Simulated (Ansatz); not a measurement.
## What a change of settings does to a run on Na

The cell was built from the hcp type and relaxed in the same program; it needn't be a known or the stable phase. The listed cell was then made from it by scaling, straining or moving an atom.

First run: DFT, PBE, all-electron LAPW, scalar-relativistic (Ansatz 0.2.0).

Command: `ansatz run input.yaml --threads 1 --pin off --max-ram 2048MiB --backend cpu --events-out ev --progress --plain --runs-dir out` The run took 5.1 s on 1 thread of Arm Neoverse V1 (shared host).

```yaml
crystal:
  lattice:
    - [3.6979050863, 0.0, 0.0]
    - [-1.8489525431, 3.2024797456, 0.0]
    - [0.0, 0.0, 6.0092040701]
  atoms:
    - { symbol: Na, position: [0.3333333333, 0.6666666667, 0.25] }
    - { symbol: Na, position: [0.6666666667, 0.3333333333, 0.75] }
kpoints:
  mp_grid: { grid: [12, 12, 7] }
scf:
  occupations: { method: fermi_dirac, width: 0.08 }
hamiltonian:
  xc: pbe
  pseudopotentials: { kind: all_electron, lapw: { basis_error: 0.00025 } }
output:
  forces: true
  stress: true
  eigenvalues: true
```

Result: converged; pressure 0.36 GPa; no gap on the k mesh; 7 SCF iterations.

The input is then changed:

```diff
@@ -8,5 +8,5 @@
     - { symbol: Na, position: [0.6666666667, 0.3333333333, 0.75] }
 kpoints:
-  mp_grid: { grid: [12, 12, 7] }
+  mp_grid: { grid: [10, 10, 6] }
 scf:
   occupations: { method: fermi_dirac, width: 0.08 }
```

(1) What does the second run give?

## Answers

(1) It converged; energy at zero smearing -1.8 meV/atom from the first run; pressure 0.35 GPa; no gap on the k mesh; 7 SCF iterations. Some of these settings are too coarse for converged properties.
